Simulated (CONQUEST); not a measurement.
Bi under changes of volume

One of the cells (35.070 Å³/atom); the others are scaled copies at fixed shape and fractional positions:

```
Bi
1.0
     4.53500    0.00000    0.00000
     0.00000    7.85485    0.00000
     0.00000    0.00000   11.81400
Bi
12
Cartesian
  0.0000 0.0000 2.7645
  0.0000 2.6183 10.6405
  0.0000 5.2366 6.7025
  2.2675 1.3091 6.7025
  2.2675 3.9274 2.7645
  2.2675 6.5457 10.6405
  0.0000 0.0000 9.0495
  0.0000 2.6183 5.1115
  0.0000 5.2366 1.1735
  2.2675 1.3091 1.1735
  2.2675 3.9274 9.0495
  2.2675 6.5457 5.1115
```

* Program: CONQUEST 1.3
* Functional: PBEsol
* Potentials or basis: PseudoDojo NC PBEsol, DZP, grid of 48 × 80 × 120 points
* k mesh: 6 × 4 × 3
* Occupations: fermi-dirac, width 0.05 eV
* Spin: no spin polarisation

```tsv
volume (Å³/atom)	energy over the lowest point (meV/atom)	pressure (GPa)	gap on the mesh (eV)	largest force (eV/Å)
32.965	?	?	?	?
33.667	10.92	2.5	0.15	0.473
34.368	2.88	1.2	0.16	0.362
35.070	0.00	0.2	0.16	0.259
35.771	1.31	-0.8	0.17	0.165
36.472	6.50	-1.6	0.18	0.070
37.174	15.35	-2.4	0.17	0.033
```

What does the run at 32.965 Å³/atom give?

Energy over the lowest point 24.61 meV/atom; pressure 3.8 GPa; gap on the mesh 0.14 eV; largest force 0.600 eV/Å.

Worked out: A Birch-Murnaghan fit of order 3 (a polynomial in V^(-2/3)) to the other rows has its minimum at 35.19 Å³/atom with B0 = V·E''(V) = 49 GPa and B' = 4.8 at fixed shape and positions, which overstates the stiffness. It gives 24.38 meV/atom at 32.965 Å³/atom, against the run's 24.61, and -dE/dV = 3.8 GPa, against 3.8. A parabola through the other rows of the gap, of slope 0.605 eV per unit of ln V there, extrapolates to 0.14 eV, against the run's 0.14.

Energies are extrapolated to zero smearing.

Caveats: spin-orbit coupling is left out, which as a rule narrows the gap of such compounds by several tenths of an eV; an odd mesh through Γ misses points on the zone boundary, where band edges often lie; the basis of atomic orbitals isn't converged, which shifts pressures, moduli and gaps.
